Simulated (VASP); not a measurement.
# BN (Pnma) in VASP: single point with LDA

Aim: the single point of BN with LDA.

Program: VASP 6.6.1. These are calculated values, not measurements. Logs are shortened: lines on timing, memory, paths and dates and some standing lists are left out, and cuts for length are marked.

### 1 Starting point

Symmetry: Pnma, No. 62, orthorhombic system. The conventional cell has a = 4.880 Å, b = 2.591 Å, c = 4.292 Å, α = 90.00°, β = 90.00°, γ = 90.00°. Around N (site symmetry m) lie 4 B at 1.51 to 1.65 Å. Around B (site symmetry m) lie 4 N at 1.51 to 1.65 Å.

Measurements of this composition are mostly on another form, of space group No. 194.

### 2 Single point, LDA

INCAR

```
PREC = Accurate
ENCUT = 460
EDIFF = 1E-7
ISMEAR = 0
SIGMA = 0.05
LREAL = F
LASPH = T
NELM = 100
ALGO = Normal
ISIF = 2
LWAVE = F
LCHARG = F
NBANDS = 26
ADDGRID = F
```

KPOINTS

```
Automatic mesh
0
Gamma
  6 11 7
```

POSCAR

```
BN
1.0
    4.8800890000      0.0000000000      0.0000000000
    0.0000000000      2.5914640000      0.0000000000
    0.0000000000      0.0000000000      4.2920490000
N B
4 4
Direct
    0.3211300000      0.7500000000      0.1064860000
    0.6788700000      0.2500000000      0.8935140000
    0.1788700000      0.2500000000      0.6064860000
    0.8211300000      0.7500000000      0.3935140000
    0.3404130000      0.2500000000      0.9070960000
    0.1595870000      0.7500000000      0.4070960000
    0.8404130000      0.2500000000      0.5929040000
    0.6595870000      0.7500000000      0.0929040000
```

Potentials or basis: VASP PAW LDA potentials, release 64 (N, B).

Command:

```bash
> cat potpaw_LDA.64/N/POTCAR potpaw_LDA.64/B/POTCAR > POTCAR
> mpirun -np 1 vasp_std > vasp.out
```

OUTCAR:

```text
PREC = Accurate
   ENCUT = 460
   EDIFF = 1E-7
   ISMEAR = 0
   LREAL = F
   LASPH = T
   NELM = 100
   ISIF = 2

 Found     96 irreducible k-points:

 Following reciprocal coordinates:
            Coordinates               Weight
  0.000000  0.000000  0.000000      1.000000
  0.166667  0.000000  0.000000      2.000000
  0.333333  0.000000  0.000000      2.000000
  0.500000  0.000000  0.000000      1.000000
  0.000000  0.090909  0.000000      2.000000
  0.166667  0.090909  0.000000      4.000000
   k-points           NKPTS =     96   k-points in BZ     NKDIM =     96   number of bands    NBANDS=     26
   number of dos      NEDOS =    301   number of ions     NIONS =      8
   total plane-waves  NPLWV =  19440
   dimension x,y,z NGX =    36 NGY =   18 NGZ =   30
   dimension x,y,z NGXF=    72 NGYF=   36 NGZF=   60
   ions per type =               4   4
   NGX,Y,Z   is equivalent  to a cutoff of  12.26, 11.55, 11.62 a.u.
   NGXF,Y,Z  is equivalent  to a cutoff of  24.53, 23.09, 23.24 a.u.
 SYSTEM =  unknown system
   PREC   = accura    normal or accurate (medium, high low for compatibility)
   ISTART =      0    job   : 0-new  1-cont  2-samecut
   ICHARG =      2    charge: 1-file 2-atom 10-const
   ISPIN  =      1    spin polarized calculation?
   LNONCOLLINEAR =      F non collinear calculations
   LSORBIT =      F    spin-orbit coupling
   LASPH  =      T    aspherical Exc in radial PAW
   ENCUT  =  460.0 eV  33.81 Ry    5.81 a.u.   8.53  4.53  7.51*2*pi/ulx,y,z
   NELM   =    100;   NELMIN=  2; NELMDL= -5     # of ELM steps
   EDIFF  = 0.1E-06   stopping-criterion for ELM
   LREAL  =      F    real-space projection
   EDIFFG = 0.1E-05   stopping-criterion for IOM
   NSW    =      0    number of steps for IOM
   IBRION =     -1    ionic relax: 0-MD 1-quasi-New 2-CG
   NFREE  =      0    steps in history (QN), initial steepest desc. (CG)
   ISIF   =      2    stress and relaxation
   ISYM   =      2    0-nonsym 1-usesym 2-fastsym
   POTIM  = 0.5000    time-step for ionic-motion
   TEBEG  =    0.0;   TEEND  =   0.0 temperature during run
   PSTRESS=    0.0 pullay stress
   NELECT =      32.0000    total number of electrons
   NUPDOWN=      -1.0000    fix difference up-down
   EMIN   =  10.00;   EMAX   =-10.00  energy-range for DOS
   EFERMI =   0.00;   METHOD = LEGACY
   ISMEAR =     0;   SIGMA  =   0.05  broadening in eV -4-tet -1-fermi 0-gaus
   EFERMI_NEDOS =   21; number of points for ismear=-14 and -15
   IALGO  =     38    algorithm
   IMIX   =      4    mixing-type and parameters
     AMIX     =   0.40;   BMIX     =  1.00
     AMIX_MAG =   1.60;   BMIX_MAG =  1.00
  volume/ion in A,a.u.               =       6.78        45.79
  Fermi-wavevector in a.u.,A,eV,Ry     =   1.372711  2.594047 25.637923  1.884334
  Thomas-Fermi vector in A             =   2.498293
   LORBIT       =      0    0 simple, 1 ext, 2 COOP (PROOUT), +10 PAW based schemes
   GGA     = CA    functional components
   LHFCALC =     F    Hartree Fock is set to
   AEXX    =    0.0000 exact exchange contribution
   IVDW    =     0    specifies the selected vdW correction
   LEPSILON=     F    determine dielectric tensor
   LRPA    =     F    only Hartree local field effects (RPA)
 non-spin polarized calculation
 Gauss-broadening in eV      SIGMA  =   0.05
  energy-cutoff  :      460.00
  volume of cell :       54.28
 maximum number of plane-waves:      1241
 NGX is ok and might be reduce to    36
   NGX = 17   NGY =  9   NGZ = 15

 number of electron      32.0000007 magnetization

 Free energy of the ion-electron system (eV)
  ---------------------------------------------------
  ext. energy  EPLUGINS =         0.00000000
  ---------------------------------------------------
  free energy    TOTEN  =       -75.69796988 eV

  energy without entropy =      -75.69796988  energy(sigma->0) =      -75.69796988

 E-fermi :   5.7524     XC(G=0): -12.1715

 val. band max:        5.5485061865   @ k =   0.0000   0.0000   0.0000
 cond. band min:      11.0783774936   @ k =   0.3333   0.0000   0.2857
 fundamental gap:      5.5298713070
 Fermi energy:         5.7524458693

 k-point     1 :       0.0000    0.0000    0.0000
  band No.  band energies     occupation
      1     -13.8891      2.00000
      2     -11.3021      2.00000
      3     -10.2580      2.00000
      4      -8.4958      2.00000
      5      -3.1965      2.00000
      6      -2.5714      2.00000
      7      -1.7578      2.00000
      8      -1.3519      2.00000
      9       0.4841      2.00000
     10       1.0136      2.00000
     11       2.9221      2.00000
     12       3.1214      2.00000
     13       4.5859      2.00000
     14       5.2303      2.00000
     15       5.3557      2.00000
     16       5.5485      2.00000
     17      12.0110      0.00000
     18      12.6474      0.00000
     19      13.5461      0.00000
     20      13.6447      0.00000
     21      14.3815      0.00000
     22      14.4103      0.00000
     23      14.4434      0.00000
     24      15.6784      0.00000
     25      17.0942      0.00000
     26      17.7216      0.00000

 k-point     2 :       0.1667    0.0000    0.0000
  band No.  band energies     occupation
      1     -13.7865      2.00000
      2     -11.7158      2.00000
      3      -9.8930      2.00000
      4      -8.5264      2.00000
      5      -3.2797      2.00000
      6      -3.0807      2.00000
      7      -1.2695      2.00000
      8      -1.0982      2.00000
      9       0.5704      2.00000
     10       1.4472      2.00000
     11       2.3583      2.00000
     12       3.6836      2.00000
     13       4.4074      2.00000
     14       4.4671      2.00000
     15       5.4641      2.00000
     16       5.4891      2.00000
     17      11.7320      0.00000
     18      12.4133      0.00000
     19      13.1387      0.00000
     20      14.3101      0.00000
     21      14.4454      0.00000
     22      14.4670      0.00000
     23      14.9171      0.00000
     24      15.5230      0.00000
     25      16.2770      0.00000
     26      17.2676      0.00000

 k-point     3 :       0.3333    0.0000    0.0000
  band No.  band energies     occupation
      1     -13.4852      2.00000
      2     -12.3870      2.00000
      3      -9.3526      2.00000
      4      -8.6487      2.00000
      5      -3.5691      2.00000
      6      -3.5304      2.00000
      7      -0.7756      2.00000
      8      -0.2804      2.00000
      9       0.8233      2.00000
     10       1.7501      2.00000
     11       2.2811      2.00000
     12       3.3560      2.00000
     13       4.0826      2.00000
     14       4.2903      2.00000
     15       5.1042      2.00000
     16       5.2143      2.00000
     17      11.3517      0.00000
     18      11.8875      0.00000
     19      13.2677      0.00000
     20      14.3291      0.00000
     21      14.5717      0.00000
     22      14.7307      0.00000
     23      15.1737      0.00000
     24      15.2130      0.00000
     25      16.0432      0.00000
     26      17.3306      0.00000

 k-point     4 :       0.5000    0.0000    0.0000
  band No.  band energies     occupation
      1     -13.0051      2.00000
      2     -13.0051      2.00000
      3      -8.9192      2.00000
      4      -8.9192      2.00000
      5      -3.7053      2.00000
      6      -3.7053      2.00000
      7      -0.1460      2.00000
      8      -0.1460      2.00000
      9       1.2257      2.00000
     10       1.2257      2.00000
     11       2.7115      2.00000
     12       2.7115      2.00000
     13       4.3754      2.00000
     14       4.3754      2.00000
     15       4.8140      2.00000
     16       4.8140      2.00000
     17      11.4217      0.00000
     18      11.4217      0.00000
     19      13.7492      0.00000
     20      13.7492      0.00000
     21      14.8206      0.00000
     22      14.8206      0.00000
     23      14.9216      0.00000
     24      14.9216      0.00000
     25      16.9767      0.00000
     26      16.9767      0.00000

 k-point     5 :       0.0000    0.0909    0.0000
  band No.  band energies     occupation
      1     -13.7617      2.00000
      2     -11.1914      2.00000
      3     -10.1631      2.00000
      4      -8.4487      2.00000
      5      -3.1046      2.00000
      6      -2.5488      2.00000
      7      -1.6623      2.00000
      8      -1.2389      2.00000
      9      -0.0101      2.00000
     10       0.9247      2.00000
     11       2.3768      2.00000
     12       2.6428      2.00000
     13       4.5007      2.00000
     14       4.8437      2.00000
     15       5.2137      2.00000
     16       5.4215      2.00000
     17      12.3070      0.00000
     18      13.2851      0.00000
     19      13.4966      0.00000
     20      13.9669      0.00000
     21      14.4703      0.00000
     22      14.8915      0.00000
     23      14.9984      0.00000
     24      15.3667      0.00000
     25      17.2302      0.00000
     26      17.7105      0.00000

 k-point     6 :       0.1667    0.0909    0.0000
  band No.  band energies     occupation
      1     -13.6596      2.00000
      2     -11.6018      2.00000
      3      -9.8037      2.00000
      4      -8.4780      2.00000
      5      -3.1878      2.00000
      6      -3.0042      2.00000
      7      -1.1537      2.00000
      8      -1.0916      2.00000
      9       0.1031      2.00000
     10       1.2035      2.00000
     11       1.9996      2.00000
     12       3.1759      2.00000
     13       4.3250      2.00000
     14       4.4291      2.00000
     15       4.8746      2.00000
     16       5.4868      2.00000
     17      11.8932      0.00000
     18      12.9737      0.00000
     19      13.4700      0.00000
     20      14.3632      0.00000
     21      14.6677      0.00000
     22      14.7368      0.00000
     23      15.3272      0.00000
     24      15.4079      0.00000
     25      16.6505      0.00000
     26      17.3205      0.00000

 [... further k-points ...]

------------------------ aborting loop because EDIFF is reached ----------------------------------------

  FORCE on cell =-STRESS in cart. coord.  units (eV):
  Direction    XX          YY          ZZ          XY          YZ          ZX
  --------------------------------------------------------------------------------------
  -------------------------------------------------------------------------------------
  Total       -3.7659033     -4.2036652     -4.0269877      0.0000000      0.0000000      0.0000000
  in kB     -111.1583648   -124.0798059   -118.8648071      0.0000000      0.0000000      0.0000000
  external PRESSURE =    -118.0343259 kB  Pullay stress =       0.0000000 kB

 VOLUME and BASIS-vectors are now :
 -----------------------------------------------------------------------------
  energy-cutoff  :      460.00
  volume of cell :       54.28
      direct lattice vectors                 reciprocal lattice vectors
     4.880089000  0.000000000  0.000000000     0.204914296  0.000000000  0.000000000
     0.000000000  2.591464000  0.000000000     0.000000000  0.385882266  0.000000000
     0.000000000  0.000000000  4.292049000     0.000000000  0.000000000  0.232988952

 POSITION                                       TOTAL-FORCE (eV/Angst)
 -----------------------------------------------------------------------------------
      1.56714      1.94360      0.45704         0.106581     -0.000000      0.009875
      3.31295      0.64787      3.83501        -0.106581     -0.000000     -0.009875
      0.87290      0.64787      2.60307        -0.106581      0.000000      0.009875
      4.00719      1.94360      1.68898         0.106581     -0.000000     -0.009875
      1.66125      0.64787      3.89330        -0.011875     -0.000000      0.006183
      0.77880      1.94360      1.74728         0.011875      0.000000      0.006183
      4.10129      0.64787      2.54477        -0.011875     -0.000000     -0.006183
      3.21884      1.94360      0.39875         0.011875     -0.000000     -0.006183
 -----------------------------------------------------------------------------------
    total drift:                                0.000000      0.000000     -0.000000

  FREE ENERGIE OF THE ION-ELECTRON SYSTEM (eV)
  ---------------------------------------------------
  free  energy   TOTEN  =       -75.6979698756 eV

  energy  without entropy=      -75.6979698756  energy(sigma->0) =      -75.69796988
```

It took 2 min on 1 thread of AMD EPYC 7R43 (Zen 3), shared host; peak memory 0.14 GiB.

The run converged, but some of its settings lie outside the range that counts as converged, so its numbers aren't taken as properties of the crystal.

Results:

| Quantity | Value |
| --- | --- |
| Free energy | -75.6980 eV |
| Pressure | -11.8 GPa |
| Largest force | 0.107 eV/Å |
| Band gap on the k mesh | 5.53 eV, indirect (least direct gap 6.12 eV) |

Caveat: the cutoff is under 1.25 times the usual one of these potentials, so pressure, stress and relaxed cells hold a basis-set (Pulay) error; an odd mesh through Γ misses points on the zone boundary, where band edges often lie.
